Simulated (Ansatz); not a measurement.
MgO

```
Mg O
1.0
     0.00000    2.30589    2.30589
     2.30589    0.00000    2.30589
     2.30589    2.30589    0.00000
Mg O
1 1
Direct
  0.00000 0.00000 0.00000
  0.25000 0.25000 0.25000
```

Atom numbers follow the list: Mg1, O2.

Conventional cell: a = 4.612 Å, b = 4.612 Å, c = 4.612 Å, α = 90.00°, β = 90.00°, γ = 90.00°. Mg (atom 1) is surrounded by 4 O at 2.00 Å. O (atom 2) has 4 Mg at 2.00 Å as nearest neighbours.

The cell was built from the zincblende type and relaxed in the same program, and has space group F-43m; it needn't be a known or the stable phase.

All numbers are computed: DFT, PBE, all-electron LAPW, scalar-relativistic (Ansatz 0.2.0); DFT, PBE, PAW with Ansatz's default frozen-core files, scalar-relativistic (Ansatz 0.2.0).

For LAPW: a Γ-centred 13×13×13 k mesh, Fermi–Dirac smearing of 0.08 eV, basis error target 0.5 meV/atom, no spin polarisation. PAW takes a cutoff of 420 eV at this cell. The Ansatz runs share mesh, smearing and spin set-up. Values come from LAPW unless marked.

```yaml
Löwdin_charges_with_0.15_e_of_the_cell_spilling_out_of_the_atomic_basis_so_their_sizes_and_signs_hang_on_that_basis: Mg1 1.52, O2 -1.37 e
Volume_per_atom: 82.7 bohr³
Pressure_at_this_cell: 0.06 GPa
```

(1) Bader charges (from the PAW run): what does the calculation give?

(2) Give the computed value. Band gap.

## Answers

(1) Mg1 +1.70, O2 -1.70 e.

(2) 3.48 eV, direct at Γ.
